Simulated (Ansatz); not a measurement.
# Ta2N monolayer: from the cell to its phonons, part 2 of 2

Task: relax Ta2N monolayer, then find its harmonic phonons.

Ansatz 0.2.0; DFT PBE, scalar-relativistic, plane waves, PAW.

So far. Step 4 (Relaxing to small forces for the phonons): The largest force component left is 0.28 meV/Å, within the tolerances set. Step 5 (Zone-centre response): Before it was imposed, the acoustic sum rule was missed by 9.7e-6 eV/Å². Small misses are needed for a sound result but don't prove that mesh and cutoff are converged. The lowest optical mode is real, 112 cm⁻¹.

**6. The dispersion**

Stability and thermal properties need the whole zone. Linear response on a 6×6×1 q mesh gives force constants as far as a supercell of that size would.

input.yaml

```yaml
crystal:
  lattice:
    - [3.0925915406, 0.0, 0.0]
    - [-1.5462957703, 2.6782628377, 0.0]
    - [0.0, 0.0, 28.6]
  atoms:
    - { symbol: "N", position: [0.0, 0.0, 0.3496503497] }
    - { symbol: Ta, position: [0.3333333333, 0.6666666667, 0.3905031094] }
    - { symbol: Ta, position: [0.6666666667, 0.3333333333, 0.30879759] }
  periodic: [true, true, false]
kpoints:
  mp_grid: { grid: [18, 18, 1] }
hamiltonian:
  xc: pbe
scf:
  occupations: { method: methfessel_paxton, width: 0.2 }
output:
  eigenvalues: true
phonons:
  method: dfpt
  qmesh: [6, 6, 1]
  temperatures: { t_max: 1000, t_step: 50 }
  qpath:
    path:
      - [0.0, 0.0, 0.0]
      - [0.5, 0.0, 0.0]
      - [0.33333333, 0.33333333, 0.0]
      - [0.0, 0.0, 0.0]
    npoints: 10
```

Launch:

```sh
ansatz run input.yaml --threads 4 --pin off --max-ram 14336MiB --backend cpu --events-out ev --progress --plain --runs-dir out
```

Numbers of over 12 decimals in the logs are rounded to 6 here.

Log:

```text
[...]
Crystal: 3 atoms, lattice volume = 236.887 Å³
Basis set: ecut = 420 eV, 4607 PW (Γ), exchange–correlation on 48×48×384 points (8 copies of the dense FFT grid, shifted against one another)
Bands: 20, of which v1, the nominal top of the filled ones, is band 16 counted from 1 (15 counted from 0)
Symmetry: 12 space group operations
k-points: 37 of 324 (irreducible under 6 space group operations, time reversal used)
[...]
SCF iter   1: F=—  HF=-20247.847814 eV  |F-HF|=—  |Δ(HF+E_count)|=         —  Δρ=5.71e-3  dr2=6.38e-2  ethr=1.77e-3  ⟨swp⟩=11.2  Hψ=5899  notcnv=0
[...]
SCF iter   9: F=-20247.839004 eV  HF=-20247.839004 eV  |F-HF|=6.18e-11  |Δ(HF+E_count)|=   8.26e-9  S|Δr|=    0.00e0  Δρ=4.49e-8  dr2=8.99e-12  ethr=1.00e-12  ⟨swp⟩=16.0  Hψ=7767  notcnv=0
SCF 1 converged in 9 iterations: F = -20247.839004 eV  dr2 = 8.99e-12
[...]
phonons: the bands overlap, so this run is a metal and interpolates without the dipole-dipole term. If the crystal is really an insulator or semiconductor, its LO-TO splitting is missing
NSCF: frozen V_eff on 37 k-points
WARN: eigensolver did not converge (k=15): 1 band(s) unlocked after 2 eigensolves, warm-restarted (20 sweeps on the last) at ethr=1.29e-12 eV (storage-precision floor; scheduled 1.00e-12 eV) (lowest unlocked band 19, counted from 0; max residual 3.24e-5 eV among the unlocked bands, 3.24e-5 eV over every band; other slots of this pass that fall short are told together in one closing line; warning suppressed until the next SCF loop or pass starts)
[...]
DFPT response loops at q = (0, 0, 0) (fractional): preconditioner auto → none (partly filled bands, converged f_vac=0.746); β = 0.50; Broyden in place of MSR1
[...]
SCF converged after 9 iterations
[...]
Free energy (F): -20247.839004 eV
[...]
Internal energy: -20247.841914 eV  (E = F + TS)
E sigma→0 (E₀):  -20247.839732 eV
Entropy (-TS):   0.002910 eV (0.970 meV/atom)
Fermi energy:    -4.803577 eV
[...]
--- Band table (eV; the first three rows and the last of 37) ---
  k-point 0: bands = [... 12 lower, -7.5293, -5.8351, -5.6190, -5.4435, -5.4435, -3.4429, -3.3831, -3.3831]
  k-point 1: bands = [... 12 lower, -7.4051, -5.9622, -5.6049, -5.5505, -5.3737, -3.8205, -3.4377, -2.8672]
  k-point 2: bands = [... 12 lower, -7.1148, -6.2802, -5.9451, -5.4071, -5.1725, -3.9145, -3.4879, -2.9055]
  k-point 36: bands = [... 12 lower, -6.2396, -6.2396, -6.2249, -4.5141, -3.3410, -3.3410, -1.6413, -1.6413]
--- Phonons (Γ-DFPT): 6 representative perturbations + reference (Σ response iterations 30) ---
  ASR residual: 4.529e-5 → 0.000e0 eV/Å²; symmetrization residual: 3.773e-6 eV/Å²
[...]
ASR residual per site (eV/Å²): 4.53e-5 3.98e-5 3.89e-5
  Γ frequencies (cm⁻¹): 0.00 0.00 0.00 112.42 112.42 177.89 513.39 513.39 562.60
--- Phonons (arbitrary-q DFPT): 7 irreducible q on the 6×6×1 mesh ---
  q = [0.0000, 0.0000, 0.0000] (star 1, of the zone-centre solve; hermiticity 4.81e-7, symmetrization 3.90e-13, taken by the last average 7.45e-8): -0.00 0.00 0.00 112.42 112.42 177.89 513.39 513.39 562.60
  q = [0.0000, 0.1667, 0.0000] (star 6, 9 solved perturbations on 171 of 324 k-point pairs; hermiticity 7.35e-7, symmetrization 1.03e-10, taken by the last average 8.31e-8): 29.51 61.80 87.59 112.61 114.44 175.84 504.06 506.55 545.41
[...]
q = [0.1667, 0.1667, 0.0000] (star 6, 6 solved perturbations in 1485 linear systems a pass and spin channel, the states on 324 of 324 k-point pairs; hermiticity 3.54e-7, symmetrization 1.05e-10, taken by the last average 7.80e-8): 68.94 97.22 107.37 119.53 121.22 175.86 503.10 517.61 534.62
[...]
sum rule: each row above includes the acoustic sum rule's correction from the zone centre's row sums; it moved no ω² by more than (0.94 cm⁻¹)²
  mesh force constants: q→R imaginary residual 3.13e-18; ASR residual 4.529e-5 → 0.000e0 eV/Å²; symmetrization residual 5.329e-15 eV/Å²
  interpolated dispersion: 31 rows × 9 modes
  density of states and harmonic sums: on the 24×24×1 q-mesh, interpolated from the force constants of a 6×6×1 supercell (no non-analytic term)
  largest difference from the sums on the solved wave vectors: F 2.45e-2 eV, S 3.03e-5 and C_V 5.83e-6 eV/K
  zero-point energy: 0.139849 eV/cell   skipped modes (ω ≤ 0): 4, of them read as no rigid motion or as one in doubt: 1 (1.042e-2 modes/cell left out, lowest -3.22 cm⁻¹)   left out of the sums: 1.74e-3 of the cell's modes: C_V's classical limit lies that fraction below 3 k_B per atom; for a crystal, a wire or a layer, F and S can be off by more, and a phonons.interpolated_qmesh denser along its periods is the remedy for the sampling
```

Run time: 22 min. Hardware: 4 threads of Arm Neoverse V1, shared host; peak memory 3.3 GiB.

Numbers from this step:

| Item | Value |
| --- | --- |
| sum-rule residual before enforcement | 4.53e-5 eV/Å² |
| lowest frequency on the path | -3.272 cm⁻¹ |
| highest frequency on the path or at a solved wavevector | 562.6 cm⁻¹ |
| mean frequency | 251.1 cm⁻¹ |
| lowest mode on the q mesh (acoustic modes at Γ apart) | 29.51 cm⁻¹ |
| zero-point energy per atom | 46.62 meV |
| heat capacity at 300 K | 21.21 J/(mol atoms K) |
| vibrational entropy at 300 K | 30.05 J/(mol atoms K) |
| edges of the widest gap between branches, on path and mesh | 185.1, 482.6 cm⁻¹ |

Frequencies (cm⁻¹) solved at each irreducible wavevector; negative means imaginary. Frequencies by wavevector, by row:

```
q in reciprocal lattice units  star  mode 1  mode 2  mode 3  mode 4  mode 5  mode 6  mode 7  mode 8  mode 9
                        0 0 0     1       0       0       0   112.4   112.4   177.9   513.4   513.4   562.6
                   0 0.1667 0     6    29.5    61.8    87.6   112.6   114.4   175.8   504.1   506.6   545.4
                   0 0.3333 0     6    88.8   100.5   109.5   122.3   125.5   174.5     509     525   533.7
                     0 -0.5 0     3    87.7     105   110.3   123.1   127.3   185.1   482.6   525.8   547.9
              0.1667 0.1667 0     6    68.9    97.2   107.4   119.5   121.2   175.9   503.1   517.6   534.6
              0.1667 0.3333 0    12   102.7   109.3   109.9   122.6   135.1   173.7   494.9   516.8   530.8
              0.3333 0.3333 0     2   105.3   121.3   121.3   137.2   137.2   167.8   519.3   519.3   531.9
```

Interpolated from a 6×6×1 q mesh. The phonon branches at the labelled points (cm⁻¹):

```
  point  branch 1  branch 2  branch 3  branch 4  branch 5  branch 6  branch 7  branch 8  branch 9
      Γ         0         0         0       112       112       178       513       513       563
halfway        59        87       110       114       121       173       512       513       538
      M        88       105       110       123       127       185       483       526       548
halfway       100       116       116       122       133       176       497       518       529
      K       105       121       121       137       137       168       519       519       532
halfway        69        97       107       120       121       176       503       518       535
      Γ         0         0         0       112       112       178       513       513       563
```

The phonon branches as a text plot (rows in cm⁻¹):

```
    551 |*********        ******                         ********
    527 |         ***************************************
    504 |*****************        ******   **********************
    480 |                 ********
    456 |
    433 |
    409 |
    386 |
    362 |
    339 |
    315 |
    291 |
    268 |
    244 |
    221 |
    197 |
    174 |********************************************************
    150 |                            ****  *******
    126 |       *****************************************
    103 |********************************************************
     79 |     ********      ****                  *********
     56 |   ****  **                                  *******
     32 | ********                                       *******
      8 |*****                                             ******
         Γ                   M           K                      Γ
```

Tetrahedra on a 24×24×1 mesh, mean over bins of 5 cm-1. Interpolated from a 6×6×1 q mesh. Phonon density of states against wavenumber; read off at these points:

```
wavenumber (cm⁻¹)  phonon density of states (1/cm⁻¹/cell)
               -2                                 0.00232
               12                                 0.00372
               28                                 0.00582
               42                                 0.00771
               58                                  0.0099
               72                                  0.0130
               88                                  0.0214
              102                                  0.0686
              108                                   0.167
              118                                   0.105
              132                                  0.0300
              152                                       0
              168                                  0.0181
              178                                  0.0816
              182                                  0.0201
              198                                       0
              212                                       0
              228                                       0
              242                                       0
              258                                       0
              272                                       0
              288                                       0
              302                                       0
              318                                       0
              332                                       0
              348                                       0
              362                                       0
              378                                       0
              392                                       0
              408                                       0
              428                                       0
              442                                       0
              458                                       0
              472                                       0
              488                                  0.0106
              502                                  0.0610
              508                                  0.0803
              518                                  0.0709
              532                                  0.0986
              548                                  0.0103
              562                                 0.00198
```

The partial phonon density of states has structure finer than the step of the table below, so its rows give means over 20 cm⁻¹, whole bins alone (the curve runs from -13.3 to 590 cm⁻¹). Peaks (cm⁻¹: height): N 509.9: 0.0688, 532.6: 0.0647; Ta 111.8: 0.144, 176.3: 0.0703.

Phonopy on the run's constants, 21x21x1 mesh, Gaussian sigma 4.3 cm-1. Interpolated from a 6×6×1 q mesh. Table of partial phonon density of states by wavenumber; means over each step; values in 1/cm⁻¹/cell:

```
wavenumber (cm⁻¹)        N       Ta
                0   8.0e-5  0.00201
               20   1.9e-4  0.00469
               40   3.0e-4  0.00711
               60   4.1e-4  0.00989
               80   7.2e-4   0.0168
              100  0.00239   0.0749
              120  0.00239    0.106
              140   5.6e-4   0.0215
              160   3.1e-5  0.00991
              180   9.0e-5   0.0395
              200   3.5e-7   4.7e-4
              220        0        0
              240        0        0
              260        0        0
              280        0        0
              300        0        0
              320        0        0
              340        0        0
              360        0        0
              380        0        0
              400        0        0
              420        0        0
              440        0        0
              460   2.3e-6   4.5e-7
              480  0.00445   4.3e-4
              500   0.0444  0.00251
              520   0.0541  0.00232
              540   0.0362  0.00178
              560  0.00373   1.6e-4
```

Harmonic thermodynamic functions per atom, from the density of states. Interpolated from a 6×6×1 q mesh. Thermodynamic functions, by row:

```
T (K)  F_vib (meV/atom)  S (J/mol-atom/K)  C_V (J/mol-atom/K)
    0             46.62                 0                   0
  100             42.14             10.98               13.31
  200             24.71             21.98               18.49
  300             -2.44             30.05               21.21
  400            -36.98             36.37               22.59
  500            -77.41              41.5               23.35
  600            -122.7              45.8               23.79
  700            -172.1             49.49               24.07
  800            -225.1             52.71               24.26
  900            -281.3             55.58               24.39
 1000            -340.2             58.15               24.48
```

Symmetry leaves 7 wavevectors to solve. The lowest mode among them, the acoustic zeros apart, lies at q = (0, 0.167, 0) and is real, 29.5 cm⁻¹.

**7. Isotope substitution**

An isotope changes the mass and not the force constants, so no new electronic calculation is needed; the shifts show which modes move this element.

The same force constants with the mass of N changed from 14.007 to 15.000 u (phonopy, no LO-TO term). Both lists are sorted by frequency; levels can cross, so a row need not hold one and the same mode. Modes under 3 cm⁻¹ are left out. Isotope shifts, by row:

```
         q  rank  natural mass (cm⁻¹)  changed mass (cm⁻¹)
     0 0 0     4                112.4                112.4
     0 0 0     5                112.4                112.4
     0 0 0     6                177.9                177.9
     0 0 0     7                513.4                496.8
     0 0 0     8                513.4                496.8
     0 0 0     9                562.6                544.4
0 0.1667 0     1                29.51                29.46
0 0.1667 0     2                 61.8                61.72
0 0.1667 0     3                87.59                 87.5
0 0.1667 0     4                112.6                112.6
0 0.1667 0     5                114.4                114.4
0 0.1667 0     6                175.8                175.8
0 0.1667 0     7                504.1                487.7
0 0.1667 0     8                506.6                490.2
0 0.1667 0     9                545.4                527.9
0 0.3333 0     1                88.84                88.72
0 0.3333 0     2                100.5                100.5
0 0.3333 0     3                109.5                109.4
0 0.3333 0     4                122.3                122.2
0 0.3333 0     5                125.5                125.3
0 0.3333 0     6                174.5                174.5
0 0.3333 0     7                  509                492.6
0 0.3333 0     8                  525                508.1
0 0.3333 0     9                533.7                516.7
  0 -0.5 0     1                87.71                87.41
  0 -0.5 0     2                  105                  105
  0 -0.5 0     3                110.3                110.2
  0 -0.5 0     4                123.1                122.9
  0 -0.5 0     5                127.3                127.3
  0 -0.5 0     6                185.1                185.1
  0 -0.5 0     7                482.6                467.9
  0 -0.5 0     8                525.8                508.6
  0 -0.5 0     9                547.9                530.1
```

A mode of this element alone would shift by -3.37 %. The highest zone-centre frequency without the field goes from 562.6 to 544.4 cm⁻¹ (-3.2 %). The product of the frequency ratios over all optical modes at Γ is 0.906; the product rule, (m/m′)^(3k/2) (M′/M)^(3/2) with k = 1 such atoms and M the mass of the cell, gives 0.906.

**8. Summary of results**

```json
{
 "space group after relaxation (within 0.01 Å)": "P-3m1",
 "area per atom": "2.76 Å²",
 "electronic character": "no gap on this mesh",
 "highest optical mode at the zone centre (no LO-TO term)": "563 cm⁻¹",
 "lowest optical zone-centre mode": "112 cm⁻¹",
 "lowest mode on the q mesh (acoustic modes at Γ apart)": "29.5 cm⁻¹",
 "highest frequency on the path or at a solved wavevector": "563 cm⁻¹",
 "zero-point energy per atom": "46.6 meV",
 "heat capacity at 300 K": "21.2 J/(mol atoms K)",
 "vibrational entropy at 300 K": "30.1 J/(mol atoms K)",
 "imaginary modes on the 6×6×1 q mesh": "none"
}
```

No mode is imaginary at the 7 irreducible wavevectors solved, but between them the interpolated path dips to 3.3i cm⁻¹, so stability is not settled. The optical modes at Γ span 112 to 563 cm⁻¹. The highest mode in this list at Γ, 562.6 cm⁻¹, is mostly motion of N (96 % of the kinetic energy). On the path and the mesh, the widest gap between branches runs from 185 to 483 cm⁻¹. With no gap, or one that is small against the smearing, the frequencies hang on the k mesh and the smearing, most of all near Kohn anomalies. The phonon runs are without spin polarisation, although the cell has an odd electron count. In a sheet or slab the interpolated bending branch near Γ is rough, since the rotational sum rule isn't imposed. Spin-orbit coupling is left out, which can matter for the heavy elements here. A phonon run warned that its eigensolver left some bands unconverged in a pass. The starting cell was built on a prototype and not taken from a measurement. These are harmonic frequencies at zero temperature: anharmonic shifts, linewidths and thermal expansion are left out.

[Logs are printed without paths, hosts, clocks, repeated set-up lines and the standing remarks that a program may print on its own settings, such as how far it seeks lower states.]

[Hosts, paths, dates, database ids (printed as entryN), source tags and the programs' standing remarks are cut or masked in the printed files.]
